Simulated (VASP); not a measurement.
## How uniaxial stress along [0001] changes AlN (P6_3mc)

How do the elastic response and the band edges of AlN follow uniaxial stress along [0001]?

Calculated with VASP 6.6.1; LDA; plane waves and PAW (Al, N), in the first sound run; inputs show where later runs differ.

## Step 1: The starting structure

Symmetry: P6_3mc, No. 186, hexagonal system. Conventional cell: a = 3.112 Å, b = 3.112 Å, c = 4.982 Å, α = 90.00°, β = 90.00°, γ = 120.00°. Nearest to Al lie 4 N at 1.89 to 1.90 Å. Nearest to N lie 4 Al at 1.89 to 1.90 Å. Farther neighbours and most contacts between anions are not listed.

## Step 2: Relax the crystal, LDA

The series starts from the cell that this level prefers, so that zero strain is near zero stress.

This step took 2 runs in a row; the last is shown.

Level: LDA; plane waves and PAW (Al, N).

The input, INCAR:

```
SYSTEM = AlN
PREC = Accurate
ENCUT = 600
EDIFF = 1E-07
NELM = 120
ISMEAR = 0
SIGMA = 0.02
LREAL = .FALSE.
ALGO = Normal
GGA = CA
NBANDS = 14
LASPH = .TRUE.
LORBIT = 11
LWAVE = .FALSE.
LCHARG = .FALSE.
KPAR = 16
IBRION = 2
NSW = 40
ISIF = 3
EDIFFG = -0.005
POTIM = 0.4
```

The input, POSCAR:

```
AlN
1.0
    3.0912639852      0.0000000000      0.0000000000
   -1.5456319926      2.6771131414      0.0000000000
    0.0000000000      0.0000000000      4.9485548541
Al N
2 2
Direct
    0.3333333333      0.6666666667      0.0000688485
    0.6666666667      0.3333333333      0.5000688485
    0.3333333333      0.6666666667      0.3819311515
    0.6666666667      0.3333333333      0.8819311515
```

The input, KPOINTS:

```
Automatic mesh
0
Gamma
11 11 6
0 0 0
```

Potentials, in the order of the species: Al and N (LDA family, release 64).

Run with:

```sh
mpirun -np 16 vasp_std
```

The program printed:

```text
[banner, memory and clock lines left out]
running   16 mpi-ranks, on    1 nodes
[...]
|                                                                             |
|           W    W    AA    RRRRR   N    N  II  N    N   GGGG   !!!           |
|           W    W   A  A   R    R  NN   N  II  NN   N  G    G  !!!           |
|           W    W  A    A  R    R  N N  N  II  N N  N  G       !!!           |
|           W WW W  AAAAAA  RRRRR   N  N N  II  N  N N  G  GGG   !            |
|           WW  WW  A    A  R   R   N   NN  II  N   NN  G    G                |
|           W    W  A    A  R    R  N    N  II  N    N   GGGG   !!!           |
|                                                                             |
|     For optimal performance we recommend to set                             |
|       NCORE = 2 up to number-of-cores-per-socket                            |
|     NCORE specifies how many cores store one orbital (NPAR=cpu/NCORE).      |
|     This setting can greatly improve the performance of VASP for DFT.       |
[...]
|     Unfortunately you need to use the default for GW and RPA                |
|     calculations (for HF NCORE is supported but not extensively tested      |
|     yet).                                                                   |
|                                                                             |

 LDA part: xc-table for (Slater(with rela. corr.)+CA(PZ))
 , standard interpolation
 POSCAR, INCAR and KPOINTS ok, starting setup
[...]
entering main loop
       N       E                     dE             d eps       ncg     rms          rms(c)
DAV:   1     0.463810183018E+02    0.46381E+02   -0.82335E+03  1792   0.115E+03
DAV:   2    -0.343125613737E+02   -0.80694E+02   -0.73642E+02  2496   0.202E+02
DAV:   3    -0.379544506735E+02   -0.36419E+01   -0.36274E+01  2416   0.453E+01
DAV:   4    -0.379762116794E+02   -0.21761E-01   -0.21759E-01  2008   0.425E+00
[...]
DAV:  12    -0.328425658040E+02    0.66728E-06   -0.23214E-06  2188   0.120E-02    0.491E-03
DAV:  13    -0.328425656356E+02    0.16839E-06   -0.90417E-07  2398   0.726E-03    0.104E-03
DAV:  14    -0.328425656375E+02   -0.18692E-08   -0.14420E-08  1232   0.108E-03
   1 F= -.32842566E+02 E0= -.32842566E+02  d E =-.328426E+02
[...]
reached required accuracy - stopping structural energy minimisation
```

It took 5.4 s on 16 MPI ranks of Intel Xeon 6975P-C (Granite Rapids), shared host; peak memory 2.9 GiB.

Lines that name or quote the potential files are left out of all logs, and their timing lines are given in words.

From OUTCAR (step 2):

```text
  Total       -0.0051284     -0.0051284     -0.0047196      0.0000000     -0.0000000     -0.0000000
  in kB       -0.2006389     -0.2006389     -0.1846424      0.0000000     -0.0000000     -0.0000000
  external PRESSURE =      -0.1953068 kB  Pullay stress =       0.0000000 kB

 POSITION                                       TOTAL-FORCE (eV/Angst)
 -----------------------------------------------------------------------------------
     -0.00000      1.78474      0.00034        -0.000000     -0.000000     -0.004082
      1.54563      0.89237      2.47462        -0.000000     -0.000000     -0.004082
     -0.00000      1.78474      1.89001        -0.000000      0.000000      0.004082
      1.54563      0.89237      4.36428         0.000000     -0.000000      0.004082
 -----------------------------------------------------------------------------------
    total drift:                               -0.000000      0.000000     -0.000575

  FREE ENERGIE OF THE ION-ELECTRON SYSTEM (eV)
  ---------------------------------------------------
  free  energy   TOTEN  =       -32.8425656375 eV

  energy  without entropy=      -32.8425656375  energy(sigma->0) =      -32.84256564

 reached required accuracy - stopping structural energy minimisation

[... 3 further parts left out ...]
[key lines of the parts left out:]
E-fermi :   6.2096
```

Numbers from this step:

```
energy(sigma→0) of the program : -32.8426 eV
stress, compression positive   : xx, yy, zz -0.02, -0.02, -0.02 GPa
volume                         : 40.953 Å³
ionic steps                    : 1
```

## Step 3: Strain across the axis, LDA

One member in full: the axis is strained by -1.5 %, and the two directions across it are strained alike until their mean stress is under 0.012 GPa or five steps are spent.

This step took 3 runs, each at a new trial strain with the atoms of the one before; the last is shown.

Level: LDA; plane waves and PAW (Al, N).

INCAR: that of step 2 with these lines changed.

```diff
@@ -15,7 +15,7 @@
 LCHARG = .FALSE.
-KPAR = 16
-IBRION = 2
-NSW = 40
-ISIF = 3
-EDIFFG = -0.005
-POTIM = 0.4
+KPAR = 4
+IBRION = 1
+NSW = 25
+ISIF = 2
+EDIFFG = -0.004
+POTIM = 0.3
```

The input, POSCAR:

```
AlN
1.0
    3.1013952520      0.0000000000      0.0000000000
   -1.5506976260      2.6858870760      0.0000000000
    0.0000000000      0.0000000000      4.8743265310
Al N
2 2
Direct
    0.3333333333      0.6666666667      0.9981178478
    0.6666666667      0.3333333333      0.4981178478
    0.3333333333      0.6666666667      0.3838821522
    0.6666666667      0.3333333333      0.8838821522
```

KPOINTS is that of step 2.

Run with:

```sh
mpirun -np 4 vasp_std
```

The program printed:

```text
[banner, memory and clock lines left out]
running    4 mpi-ranks, on    1 nodes
[...]
LDA part: xc-table for (Slater(with rela. corr.)+CA(PZ))
 , standard interpolation
 POSCAR, INCAR and KPOINTS ok, starting setup
[...]
entering main loop
       N       E                     dE             d eps       ncg     rms          rms(c)
DAV:   1     0.485093173398E+02    0.48509E+02   -0.82323E+03  1792   0.115E+03
DAV:   2    -0.341155325650E+02   -0.82625E+02   -0.75380E+02  2500   0.206E+02
DAV:   3    -0.379761690344E+02   -0.38606E+01   -0.38396E+01  2440   0.460E+01
DAV:   5    -0.380002594526E+02   -0.23547E-03   -0.23546E-03  2380   0.429E-01    0.124E+01
[...]
DAV:  12    -0.328332537388E+02    0.62563E-06   -0.24522E-06  2260   0.121E-02    0.636E-03
DAV:  13    -0.328332535151E+02    0.22370E-06   -0.93329E-07  2338   0.743E-03    0.390E-04
DAV:  14    -0.328332535182E+02   -0.31098E-08   -0.23606E-08  1280   0.129E-03
   1 F= -.32833254E+02 E0= -.32833254E+02  d E =-.328333E+02
 BRION: g(F)=  0.105E-07 g(S)=  0.000E+00
 reached required accuracy - stopping structural energy minimisation
```

Elapsed: 11 s, on 4 MPI ranks; peak memory 0.65 GiB.

OUTCAR, selected parts (step 3):

```text
  Total        0.0016625      0.0016625      1.1700796      0.0000000      0.0000000      0.0000000
  in kB        0.0656027      0.0656027     46.1707063      0.0000000      0.0000000      0.0000000
  external PRESSURE =      15.4339706 kB  Pullay stress =       0.0000000 kB

 POSITION                                       TOTAL-FORCE (eV/Angst)
 -----------------------------------------------------------------------------------
     -0.00000      1.79059      4.86515        -0.000000      0.000000     -0.000302
      1.55070      0.89530      2.42799        -0.000000     -0.000000     -0.000302
     -0.00000      1.79059      1.87117        -0.000000      0.000000      0.000302
      1.55070      0.89530      4.30833         0.000000      0.000000      0.000302
 -----------------------------------------------------------------------------------
    total drift:                               -0.000000      0.000000      0.000234

  FREE ENERGIE OF THE ION-ELECTRON SYSTEM (eV)
  ---------------------------------------------------
  free  energy   TOTEN  =       -32.8332535182 eV

  energy  without entropy=      -32.8332535182  energy(sigma->0) =      -32.83325352

[... 2 parts as in an earlier step ...]

[... 2 further parts left out ...]
[key lines of the parts left out:]
E-fermi :   6.3705
```

Read from the output:

| Item | Value |
| --- | --- |
| energy(sigma→0) of the program | -32.8333 eV |
| stress, compression positive | xx, yy, zz 0.01, 0.01, 4.62 GPa |
| ionic steps | 1 |

## Step 4: Band edges, HSE06

Short lines in KPOINTS_OPT sample the zone centre along and across the axis, for masses, and the other valleys.

Level: HSE06; plane waves and PAW (Al, N).

The input, INCAR:

```
SYSTEM = AlN
PREC = Accurate
ENCUT = 600
EDIFF = 1E-06
NELM = 100
ISMEAR = 0
SIGMA = 0.02
LREAL = .FALSE.
ALGO = Normal
LHFCALC = .TRUE.
AEXX = 0.25
GGA = PE
HFSCREEN = 0.2
LASPH = .TRUE.
NBANDS = 13
PRECFOCK = Fast
LWAVE = .FALSE.
LCHARG = .FALSE.
KPAR = 4
```

POSCAR is that of step 3.

The input, KPOINTS:

```
Automatic mesh
0
Gamma
6 6 3
0 0 0
```

The input, KPOINTS_OPT:

```
Line mode
6
Line-mode
Reciprocal
  0.00000000   0.00000000   0.00000000
  0.00000000   0.00000000   0.03878866

  0.00000000   0.00000000   0.00000000
 -0.02468012   0.01234006   0.00000000

  0.50000000   0.00000000   0.00000000
  0.50000000   0.00000000   0.50000000

  0.33333333   0.33333333   0.00000000
  0.33333333   0.33333333   0.50000000
```

Run with:

```sh
mpirun -np 4 vasp_std
```

The program printed:

```text
[banner, memory and clock lines left out]
running    4 mpi-ranks, on    1 nodes
[...]
|                                                                             |
|               ----> ADVICE to this user running VASP <----                  |
|                                                                             |
|     You enforced a specific xc type in the INCAR file but a different       |
|     [... a line on the potential file left out ...]
|     I HOPE YOU KNOW WHAT YOU ARE DOING!                                     |
|                                                                             |

 LDA part: xc-table for (Slater+PW92), standard interpolation
 found WAVECAR, reading the header
 POSCAR, INCAR and KPOINTS ok, starting setup
[...]
reading WAVECAR
 the WAVECAR file was read successfully
 initial charge from wavefunction
 entering main loop
       N       E                     dE             d eps       ncg     rms          rms(c)
DAV:   1    -0.350125825978E+02   -0.35013E+02   -0.15331E+00   369   0.103E+01    0.121E+01
DAV:   2    -0.350206337820E+02   -0.80512E-02   -0.56479E-02   424   0.210E+00    0.872E+00
DAV:   3    -0.350159780491E+02    0.46557E-02   -0.70649E-03   447   0.641E-01    0.558E+00
DAV:   4    -0.350153416889E+02    0.63636E-03   -0.10865E-03   439   0.227E-01    0.333E+00
[...]
DAV:   8    -0.350148588729E+02    0.11905E-04   -0.29865E-06   385   0.173E-02    0.383E-01
DAV:   9    -0.350148550090E+02    0.38639E-05   -0.12645E-06   222   0.108E-02    0.223E-01
DAV:  10    -0.350148540754E+02    0.93354E-06   -0.50938E-07   187   0.728E-03
   1 F= -.35014854E+02 E0= -.35014854E+02  d E =-.153883E-21
 Start KPOINTS_OPT (optional k-point list driver)
k-point batch [1-14\24]
       N       E                     dE             ncg
DAV:   1     0.146833833178E+04   -0.30512E+03      364
DAV:   2     0.208009583276E+03   -0.12603E+04      474
DAV:   3     0.712045290520E+02   -0.13681E+03      489
DAV:   4     0.688718210572E+02   -0.23327E+01      444
DAV:   5     0.688481919481E+02   -0.23629E-01      439
DAV:   6     0.688478911224E+02   -0.30083E-03      434
DAV:   7     0.688478849295E+02   -0.61929E-05      421
DAV:   8     0.688478847598E+02   -0.16973E-06      322
k-point batch [15-24\24]
       N       E                     dE             ncg
DAV:   1     0.195243339765E+04   -0.66359E+04      260
DAV:   2     0.121423945927E+04   -0.73819E+03      308
DAV:   3     0.115603917159E+04   -0.58200E+02      320
DAV:   4     0.115502634259E+04   -0.10128E+01      335
DAV:   5     0.115501577797E+04   -0.10565E-01      350
DAV:   6     0.115501565148E+04   -0.12650E-03      315
DAV:   7     0.115501564923E+04   -0.22519E-05      254
DAV:   8     0.115501564906E+04   -0.16565E-06      230
```

Elapsed: 3.4 min, on 4 MPI ranks; peak memory 1.1 GiB; 9.1 min of CPU time.

Parts of OUTCAR (step 4):

```text
  LATTYP: Found a hexagonal cell.
 ALAT       =     3.1013952520
 C/A-ratio  =     1.5716560241

 Subroutine GETGRP returns: Found 12 space group operations
 (whereof  6 operations were pure point group operations)

The static configuration has the point symmetry C_3v.
 The point group associated with its full space group is C_6v.

 Found     14 irreducible k-points:

   k-points           NKPTS =     14   k-points in BZ     NKDIM =    108   number of bands    NBANDS=     13

   dimension x,y,z NGX =    28 NGY =   28 NGZ =   40
   dimension x,y,z NGXF=    56 NGYF=   56 NGZF=   80

   ENCUT  =  600.0 eV  44.10 Ry    6.64 a.u.   6.19  6.19  9.74*2*pi/ulx,y,z

   NELECT =      16.0000    total number of electrons

  exchange ACFDT corr.  =         0.00000000  see jH, gK, PRB 81, 115126

 E-fermi :   5.7619

 k-point     1 :       0.0000    0.0000    0.0000
  band No.  band energies     occupation
    ...
      4       4.4251      2.00000
      5       4.4251      2.00000
      6       5.2165      2.00000
      7       5.2165      2.00000
      8       5.6337      2.00000
      9      11.3682      0.00000
     10      13.7293      0.00000
     11      18.3026      0.00000
     12      18.3026      0.00000
     13      18.3852      0.00000

 k-point     2 :       0.1667    0.0000    0.0000
  band No.  band energies     occupation
    ...
      4       2.9188      2.00000
      5       3.8775      2.00000
      6       3.9907      2.00000
      7       5.1415      2.00000
      8       5.4165      2.00000
      9      12.6880      0.00000
     10      14.8335      0.00000
     11      16.5138      0.00000
     12      17.0632      0.00000
     13      19.3694      0.00000

 POSITION                                       TOTAL-FORCE (eV/Angst)
 -----------------------------------------------------------------------------------
     -0.00000      1.79059      4.86515         0.000000      0.000000      0.004994
      1.55070      0.89530      2.42799        -0.000000     -0.000000      0.004994
     -0.00000      1.79059      1.87117         0.000000      0.000000     -0.004994
      1.55070      0.89530      4.30833        -0.000000     -0.000000     -0.004994
 -----------------------------------------------------------------------------------
    total drift:                                0.000000     -0.000001      0.000170

  FREE ENERGIE OF THE ION-ELECTRON SYSTEM (eV)
  ---------------------------------------------------
  free  energy   TOTEN  =       -35.0148540754 eV

  energy  without entropy=      -35.0148540754  energy(sigma->0) =      -35.01485408

[... 1 part as in an earlier step ...]

[... 7 further parts left out ...]
```

Read from the output:

```
energy(sigma→0) of the program : -35.0149 eV
```

## Step 5: The table

Hybrid runs start from orbitals of a short LDA run, not shown.

Runs beyond LDA use the data sets made with LDA; this shifts their levels slightly, and their total energies have another zero.

The other members went through these steps as far as the tables show, with the same cutoff and, step by step, the same mesh; 40 runs are not shown. The session took 2.4 core hours (wall time by ranks) on a shared machine.

```tsv
strain along the axis (%)	strain across the axis (%)	stress along the axis, tension positive (GPa)	energy above the unstrained row (meV/atom)	gap on the mesh, LDA (eV)
-2.000	0.446	-6.060	4.071	4.351
-1.500	0.328	-4.617	2.327	4.368
-1.000	0.213	-3.137	1.054	4.382
-0.500	0.106	-1.560	0.273	4.393
0	-0.003	0.038	0.000	4.402
0.500	-0.103	1.691	0.239	4.407
1.000	-0.203	3.358	1.014	4.411
1.500	-0.297	5.052	2.324	4.412
2.000	-0.387	6.795	4.173	4.409
```

Slopes at zero strain, from cubics through all rows: strain ratio -0.208, stress over strain 325 GPa.

Band edges at HSE06, counted from the valence-band top at Γ, with one row partly withheld:

```tsv
strain along the axis (%)	gap (eV)	conduction band at Γ (eV)	lowest conduction level on M–L (eV)	second valence level below the top (eV)	third valence level below the top (eV)
-2.000	5.720	5.720	6.374	0.476	0.476
-1.500	5.734	5.734	6.377	0.417	0.417
-1.000	5.747	5.747	6.380	0.359	0.359
-0.500	5.755	5.755	6.380	0.302	0.302
0	5.762	5.762	6.381	0.246	0.246
0.500	?	?	6.379	0.192	0.192
1.000	5.765	5.765	6.378	0.137	0.137
1.500	5.763	5.763	6.375	0.082	0.082
2.000	5.756	5.756	6.370	0.031	0.031
```

Conduction masses, in electron masses:

```tsv
strain along the axis (%)	conduction mass at Γ, along the strain axis or the normal of the plane	conduction mass at Γ, across the strain axis or in the plane
-2.000	0.317	0.307
-1.500	0.313	0.311
-1.000	0.307	0.309
-0.500	0.302	0.310
0	0.297	0.308
0.500	0.294	0.310
1.000	0.290	0.311
1.500	0.288	0.315
2.000	0.281	0.314
```

## Step 6: Fit and prediction

The quantity to fit is the conduction level at Γ above the mean of the three top valence levels at HSE06: 6.037, 6.013, 5.986, 5.957, 5.926, 5.856, 5.818, 5.777 eV in the rows shown.

A least-squares parabola through the 8 rows shown, with e the strain in %: E = − 0.004832 e² − 0.06500 e + 5.926 (eV), r.m.s. residual 1.8e-4 eV.

At e = 0.5 this predicts 5.8923 eV.

## Step 7: Prediction against calculation

The calculation gives 5.8921 eV, so the prediction is 0.0002 eV too high.

## Step 8: What came out

| Quantity | Value |
| --- | --- |
| Poisson ratio | 0.208 |
| Young's modulus along the axis | 325 GPa |
| gap of the unstrained cell, HSE06 | 5.76 eV |
| slope at zero strain of the conduction level at Γ above the mean of the three top valence levels, HSE06 | -65 meV per % |
| error of the predicted row | 0.2 meV |

What this shows: As a check, the curvature of the energy gives 325 GPa for the same modulus (energy per volume = E/2 × strain²), 0 % from the slope of the stress. At HSE06 the lowest conduction valley is Γ throughout, and the gap runs between 5.72 and 5.77 eV. Hole masses are left out throughout, since the top bands are degenerate or cross in many series; of conduction masses, those of the Γ, L and (for Si and Ge under (001) strain) Δ valleys are kept where they change by under an eighth between rows. A measured gap of unstrained AlN is 6.09 eV (arxiv:2305.10542, direct gap at Gamma, from Gamma5 n->infinity transition (exciton continuum) in CL, 10 K); the static gaps here belong to the lattice relaxed at LDA. HSE06 ran on a coarser mesh than the semilocal levels. Spin-orbit coupling is left out at HSE06, so the valence splittings there lack it. Temperature, zero-point motion and excitons are left out.

[Lines on the potential files, build, host, timing and source positions are cut from VASP's logs without a mark.]

[Logs are printed without paths, hosts, clocks, repeated set-up lines and the standing remarks that a program may print on its own settings, such as how far it seeks lower states.]

[Hosts, paths, dates, database ids (printed as entryN), source tags and the programs' standing remarks are cut or masked in the printed files.]

[In band tables of VASP the shares of atoms and orbitals are scaled to a sum of 1 inside the atoms' spheres.]
